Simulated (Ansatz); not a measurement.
Crystal: SnO2.

```xyz
3
Lattice="0.0000 2.5741 2.5741 2.5741 0.0000 2.5741 2.5741 2.5741 0.0000" Properties=species:S:1:pos:R:3 pbc="T T T"
Sn    0.0000    0.0000    0.0000
O     3.8612    3.8612    3.8612
O     1.2871    1.2871    1.2871
```

Measurements of this composition are mostly on another form, of space group No. 136.

- Program: Ansatz 0.2.0
- Task: relaxation of cell and atoms
- Functional: PBE
- Dispersion: D3(BJ)
- Potentials or basis: Ansatz PAW
- Cutoff: 420 eV (not typed: the program's choice for these potentials)
- k mesh: 9 × 9 × 9
- Occupations: fermi-dirac, width 0.05 eV
- Spin: no spin polarisation

At the start: volume 11.37 Å³/atom.

Task: Where does the relaxation end?

Result: It ends after 6 steps and the volume is 11.14 Å³/atom (-2.0 %); space group Fm-3m (No. 225, to 0.05 Å).

The path:
| step | energy change (eV) | largest force (eV/Å) | volume (Å³) |
| --- | --- | --- | --- |
| 1 | 0.0000 | 0.0000 | 34.11 |
| 2 | -0.0124 | 0.0000 | 33.42 |
| 3 | -0.0123 | 0.0000 | 33.45 |
| 4 | -0.0086 | 0.0000 | 33.45 |
| 5 | -0.0088 | 0.0000 | 33.42 |
| 6 | -0.0085 | 0.0000 | 33.42 |

Final structure:
```
Sn O
1.0
     0.00000    2.55655    2.55655
     2.55655    0.00000    2.55655
     2.55655    2.55655    0.00000
Sn O
1 2
Direct
  0.00000 0.00000 0.00000
  0.75000 0.75000 0.75000
  0.25000 0.25000 0.25000
```

Caveat: the plane-wave basis is chosen anew once the cell has moved, so the energies of steps on either side of that aren't comparable; the pressure holds a Pulay correction of +1.0 GPa for the finite cutoff; pairwise dispersion overbinds metals, which lowers pressure and volume.
